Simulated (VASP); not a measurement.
# CaSe (F-43m) in VASP: a series of runs

The runs below take CaSe through single point, with PBEsol.

Program: VASP 6.6.1. These are calculated values, not measurements. Logs are shortened: lines on timing, memory, paths and dates and some standing lists are left out, and cuts for length are marked.

## 1. The structure

The structure is cubic, space group F-43m (No. 216). Conventional cell: a = 6.600 Å, b = 6.600 Å, c = 6.600 Å, α = 90.00°, β = 90.00°, γ = 90.00°. Ca (site symmetry -43m) has 4 Se at 2.86 Å as nearest neighbours. Around Se (site symmetry -43m) lie 4 Ca at 2.86 Å.

The cell comes from a database or a generator and needn't be the stable form of this composition.

## 2. Single point, PBEsol

INCAR reads:

```
ALGO = Normal
EDIFF = 1E-6
ENCUT = 520
GGA = PS
ISIF = 2
ISMEAR = 0
LASPH = T
LCHARG = T
LELF = T
LREAL = F
LVHAR = T
LWAVE = F
NBANDS = 15
NELM = 60
PREC = Accurate
SIGMA = 0.05
```

KPOINTS reads:

```
k-points
0
Gamma
  6 6 6
```

POSCAR reads:

```
CaSe
1.0
    0.0000000000      3.3000000000      3.3000000000
    3.3000000000      0.0000000000      3.3000000000
    3.3000000000      3.3000000000      0.0000000000
Ca Se
1 1
Direct
    0.0000000000      0.0000000000      0.0000000000
    0.7500000000      0.7500000000      0.7500000000
```

Potentials or basis: VASP PAW PBE potentials, release 64 (Ca_sv, Se).

On the command line:

```
$ cat potpaw_PBE.64/Ca_sv/POTCAR potpaw_PBE.64/Se/POTCAR > POTCAR
$ mpirun -np 1 vasp_std > vasp.out
```

OUTCAR:

```text
EDIFF = 1E-6
   ENCUT = 520
   GGA = PS
   ISIF = 2
   ISMEAR = 0
   LASPH = T
   LREAL = F
   NELM = 60
   PREC = Accurate

 ion  position               nearest neighbor table
   1  0.000  0.000  0.000-   2 2.86   2 2.86   2 2.86   2 2.86
   2  0.750  0.750  0.750-   1 2.86   1 2.86   1 2.86   1 2.86

  LATTYP: Found a face centered cubic cell.
 ALAT       =     6.6000000000

  Lattice vectors:

 A1 = (   0.0000000000,   3.3000000000,   3.3000000000)
 A2 = (   3.3000000000,   0.0000000000,   3.3000000000)
 A3 = (   3.3000000000,   3.3000000000,   0.0000000000)

Analysis of symmetry for initial positions (statically):
=====================================================================
 Subroutine PRICEL returns:
 Original cell was already a primitive cell.

 Routine SETGRP: Setting up the symmetry group for a
 face centered cubic supercell.

 Subroutine GETGRP returns: Found 24 space group operations
 (whereof 24 operations were pure point group operations)
 out of a pool of 48 trial point group operations.

The static configuration has the point symmetry T_d .

Analysis of symmetry for dynamics (positions and initial velocities):
=====================================================================
 Subroutine PRICEL returns:
 Original cell was already a primitive cell.

 Routine SETGRP: Setting up the symmetry group for a
 face centered cubic supercell.

 Subroutine GETGRP returns: Found 24 space group operations
 (whereof 24 operations were pure point group operations)
 out of a pool of 48 trial point group operations.

The dynamic configuration has the point symmetry T_d .

 Subroutine INISYM returns: Found 24 space group operations
 (whereof 24 operations are pure point group operations),
 and found     1 'primitive' translations

----------------------------------------------------------------------------------------

                                     Primitive cell

  volume of cell :      71.8740

  direct lattice vectors                    reciprocal lattice vectors
     0.000000000  3.300000000  3.300000000    -0.151515152  0.151515152  0.151515152
     3.300000000  0.000000000  3.300000000     0.151515152 -0.151515152  0.151515152
     3.300000000  3.300000000  0.000000000     0.151515152  0.151515152 -0.151515152

  length of vectors
     4.666904756  4.666904756  4.666904756     0.262431941  0.262431941  0.262431941

  position of ions in fractional coordinates (direct lattice)
     0.000000000  0.000000000  0.000000000
     0.750000000  0.750000000  0.750000000

  ion indices of the primitive-cell ions
   primitive index   ion index
                 1           1
                 2           2

----------------------------------------------------------------------------------------

 KPOINTS: k-points

Automatic generation of k-mesh.
 Grid dimensions read from file:
 generate k-points for:    6    6    6

 Generating k-lattice:

  Cartesian coordinates                     Fractional coordinates (reciprocal lattice)
    -0.025252525  0.025252525  0.025252525     0.166666667  0.000000000  0.000000000
     0.025252525 -0.025252525  0.025252525     0.000000000  0.166666667  0.000000000
     0.025252525  0.025252525 -0.025252525     0.000000000  0.000000000  0.166666667

  Length of vectors
     0.043738657  0.043738657  0.043738657

  Shift w.r.t. Gamma in fractional coordinates (k-lattice)
     0.000000000  0.000000000  0.000000000

 Subroutine IBZKPT returns following result:
 ===========================================

 Found     16 irreducible k-points:

 Following reciprocal coordinates:
            Coordinates               Weight
  0.000000  0.000000  0.000000      1.000000
  0.166667  0.000000  0.000000      8.000000
  0.333333  0.000000  0.000000      8.000000
  0.500000  0.000000  0.000000      4.000000
  0.166667  0.166667  0.000000      6.000000
  0.333333  0.166667  0.000000     24.000000
[... 8 lines left out ...]
 -0.333333  0.333333  0.166667     24.000000
 -0.333333  0.500000  0.166667     12.000000
   k-points           NKPTS =     16   k-points in BZ     NKDIM =     16   number of bands    NBANDS=     15
   number of dos      NEDOS =    301   number of ions     NIONS =      2
   total plane-waves  NPLWV =  46656
   dimension x,y,z NGX =    36 NGY =   36 NGZ =   36
   dimension x,y,z NGXF=    72 NGYF=   72 NGZF=   72
   ions per type =               1   1
   NGX,Y,Z   is equivalent  to a cutoff of  12.82, 12.82, 12.82 a.u.
   NGXF,Y,Z  is equivalent  to a cutoff of  25.65, 25.65, 25.65 a.u.
 SYSTEM =  unknown system
   PREC   = accura    normal or accurate (medium, high low for compatibility)
   ISTART =      0    job   : 0-new  1-cont  2-samecut
   ICHARG =      2    charge: 1-file 2-atom 10-const
   ISPIN  =      1    spin polarized calculation?
   LNONCOLLINEAR =      F non collinear calculations
   LSORBIT =      F    spin-orbit coupling
   LASPH  =      T    aspherical Exc in radial PAW
   ENCUT  =  520.0 eV  38.22 Ry    6.18 a.u.   8.68  8.68  8.68*2*pi/ulx,y,z
   NELM   =     60;   NELMIN=  2; NELMDL= -5     # of ELM steps
   EDIFF  = 0.1E-05   stopping-criterion for ELM
   LREAL  =      F    real-space projection
[... 7 lines left out ...]
   TEBEG  =    0.0;   TEEND  =   0.0 temperature during run
   PSTRESS=    0.0 pullay stress
   NELECT =      16.0000    total number of electrons
   NUPDOWN=      -1.0000    fix difference up-down
   EMIN   =  10.00;   EMAX   =-10.00  energy-range for DOS
   EFERMI =   0.00;   METHOD = LEGACY
   ISMEAR =     0;   SIGMA  =   0.05  broadening in eV -4-tet -1-fermi 0-gaus
   EFERMI_NEDOS =   21; number of points for ismear=-14 and -15
   IALGO  =     38    algorithm
   IMIX   =      4    mixing-type and parameters
     AMIX     =   0.40;   BMIX     =  1.00
     AMIX_MAG =   1.60;   BMIX_MAG =  1.00
  volume/ion in A,a.u.               =      35.94       242.51
  Fermi-wavevector in a.u.,A,eV,Ry     =   0.992181  1.874950 13.393889  0.984423
  Thomas-Fermi vector in A             =   2.123975
   LORBIT       =      0    0 simple, 1 ext, 2 COOP (PROOUT), +10 PAW based schemes
   GGA     = PS    functional components
   LHFCALC =     F    Hartree Fock is set to
   AEXX    =    0.0000 exact exchange contribution
   IVDW    =     0    specifies the selected vdW correction
   LEPSILON=     F    determine dielectric tensor
   LRPA    =     F    only Hartree local field effects (RPA)
 non-spin polarized calculation
 Gauss-broadening in eV      SIGMA  =   0.05
  energy-cutoff  :      520.00
  volume of cell :       71.87
 maximum number of plane-waves:      1964
   NGX = 17   NGY = 17   NGZ = 17

 number of electron      16.0000001 magnetization

 Free energy of the ion-electron system (eV)
  ---------------------------------------------------
  ext. energy  EPLUGINS =         0.00000000
  ---------------------------------------------------
  free energy    TOTEN  =        -9.41590231 eV

  energy without entropy =       -9.41590231  energy(sigma->0) =       -9.41590231

 E-fermi :  -0.1676     XC(G=0):  -7.7317

 val. band max:       -0.4838703954   @ k =  -0.3333   0.1667   0.0000
 cond. band min:       2.5185132378   @ k =   0.0000   0.0000   0.0000
 fundamental gap:      3.0023836332
 Fermi energy:        -0.1676462926

 k-point     1 :       0.0000    0.0000    0.0000
  band No.  band energies     occupation
      1     -39.4207      2.00000
      2     -20.5120      2.00000
      3     -20.5120      2.00000
      4     -20.5120      2.00000
      5     -10.8026      2.00000
      6      -0.5709      2.00000
      7      -0.5709      2.00000
      8      -0.5709      2.00000
      9       2.5185      0.00000
     10       4.8337      0.00000
     11       4.8337      0.00000
     12       6.8166      0.00000
     13       6.8166      0.00000
     14       6.8166      0.00000
     15       8.4439      0.00000

 k-point     2 :       0.1667    0.0000    0.0000
  band No.  band energies     occupation
      1     -39.4203      2.00000
      2     -20.5227      2.00000
      3     -20.5133      2.00000
      4     -20.5133      2.00000
      5     -10.7409      2.00000
      6      -0.9846      2.00000
      7      -0.5487      2.00000
      8      -0.5487      2.00000
      9       3.2885      0.00000
     10       4.7159      0.00000
     11       4.7159      0.00000
     12       6.3509      0.00000
     13       6.7961      0.00000
     14       6.7961      0.00000
     15       7.7486      0.00000

 k-point     3 :       0.3333    0.0000    0.0000
  band No.  band energies     occupation
      1     -39.4194      2.00000
      2     -20.5437      2.00000
      3     -20.5159      2.00000
      4     -20.5159      2.00000
      5     -10.6163      2.00000
      6      -1.5162      2.00000
      7      -0.5113      2.00000
      8      -0.5113      2.00000
      9       4.3476      0.00000
     10       4.7314      0.00000
     11       4.7314      0.00000
     12       5.5019      0.00000
     13       6.2856      0.00000
     14       6.2856      0.00000
     15       7.4998      0.00000
[... 199 lines left out ...]
 k-point    15 :      -0.3333    0.3333    0.1667
  band No.  band energies     occupation
      1     -39.4186      2.00000
      2     -20.5506      2.00000
      3     -20.5291      2.00000
      4     -20.5218      2.00000
      5     -10.4933      2.00000
      6      -1.3557      2.00000
      7      -1.0376      2.00000
      8      -0.5349      2.00000
      9       3.4717      0.00000
     10       4.4816      0.00000
     11       5.1149      0.00000
     12       5.9037      0.00000
     13       6.1663      0.00000
     14       7.0238      0.00000
     15       8.3631      0.00000

 k-point    16 :      -0.3333    0.5000    0.1667
  band No.  band energies     occupation
      1     -39.4185      2.00000
      2     -20.5527      2.00000
      3     -20.5285      2.00000
      4     -20.5246      2.00000
      5     -10.4731      2.00000
      6      -1.4696      2.00000
      7      -0.8783      2.00000
      8      -0.5753      2.00000
      9       3.1400      0.00000
     10       4.4218      0.00000
     11       5.3473      0.00000
     12       5.6358      0.00000
     13       6.1137      0.00000
     14       7.6616      0.00000
     15       8.4831      0.00000

------------------------ aborting loop because EDIFF is reached ----------------------------------------

  FORCE on cell =-STRESS in cart. coord.  units (eV):
  Direction    XX          YY          ZZ          XY          YZ          ZX
  --------------------------------------------------------------------------------------
  -------------------------------------------------------------------------------------
  Total       -0.5939554     -0.5939554     -0.5939554      0.0000000      0.0000000      0.0000000
  in kB      -13.2401400    -13.2401400    -13.2401400      0.0000000      0.0000000      0.0000000
  external PRESSURE =     -13.2401400 kB  Pullay stress =       0.0000000 kB

 VOLUME and BASIS-vectors are now :
 -----------------------------------------------------------------------------
  energy-cutoff  :      520.00
  volume of cell :       71.87
      direct lattice vectors                 reciprocal lattice vectors
     0.000000000  3.300000000  3.300000000    -0.151515152  0.151515152  0.151515152
     3.300000000  0.000000000  3.300000000     0.151515152 -0.151515152  0.151515152
     3.300000000  3.300000000  0.000000000     0.151515152  0.151515152 -0.151515152

 POSITION                                       TOTAL-FORCE (eV/Angst)
 -----------------------------------------------------------------------------------
      0.00000      0.00000      0.00000         0.000000      0.000000      0.000000
      4.95000      4.95000      4.95000        -0.000000     -0.000000     -0.000000
 -----------------------------------------------------------------------------------
    total drift:                               -0.000000     -0.000000     -0.000000

  FREE ENERGIE OF THE ION-ELECTRON SYSTEM (eV)
  ---------------------------------------------------
  free  energy   TOTEN  =        -9.4159023096 eV

  energy  without entropy=       -9.4159023096  energy(sigma->0) =       -9.41590231
```

It took 16 s on 1 thread of Intel Xeon Platinum 8375C at 2.90GHz (Ice Lake), shared host; peak memory 0.2 GiB.

Results:

```yaml
Free_energy: -9.4159 eV
Pressure: -1.3 GPa
Band_gap_on_the_k_mesh: 3.00 eV, indirect (least direct gap 3.09 eV)
```

Caveat: the PAW data sets were made with another functional, which shifts forces and pressure a little.

## 3. Single point, PBEsol

INCAR reads:

```
ALGO     = Normal         # electronic algorithm
EDIFF    = 1E-6           # SCF threshold, eV
ENCUT    = 520            # plane-wave cutoff, eV
GGA      = PS             # functional
ISIF     = 2              # what is computed and relaxed
ISMEAR   = 0              # smearing method
LASPH    = True           # aspherical terms in the spheres
LCHARG   = False          # write CHGCAR
LREAL    = False          # projectors in reciprocal space
LWAVE    = False          # write WAVECAR
NBANDS   = 15             # bands
NELM     = 80             # most SCF steps
PREC     = Accurate       # precision mode
SIGMA    = 0.05           # smearing width, eV
```

KPOINTS reads:

```
k-points
0
Gamma
  8 8 8
```

POSCAR is that of step 2.

Potentials or basis: VASP PAW PBE potentials, release 64 (Ca_sv, Se).

On the command line:

```
$ cat potpaw_PBE.64/Ca_sv/POTCAR potpaw_PBE.64/Se/POTCAR > POTCAR
$ mpirun -np 1 vasp_std > vasp.out
```

Run time: 27 s. Hardware: 1 thread of Intel Xeon Platinum 8375C at 2.90GHz (Ice Lake), shared host; peak memory 0.21 GiB.

The run converged. Its results:

* Free energy: -9.4159 eV
* Pressure: -1.3 GPa
* Band gap on the k mesh: 3.00 eV, indirect (least direct gap 3.09 eV)

Levels at points of the mesh, in eV from the valence-band top:
| k point | band 6 | band 7 | band 8 | band 9 | band 10 | band 11 |
| --- | --- | --- | --- | --- | --- | --- |
| (0.00, 0.00, 0.00) | -0.09 | -0.09 | -0.09 | 3.00 | 5.31 | 5.31 |
| (0.50, 0.00, 0.00) | -1.23 | -0.02 | -0.02 | 4.97 | 5.41 | 5.41 |
| (0.50, 0.50, 0.00) | -1.25 | -0.04 | -0.04 | 3.44 | 4.88 | 6.04 |

Caveat: the PAW data sets were made with another functional, which shifts forces and pressure a little. A k mesh can miss the band edges.
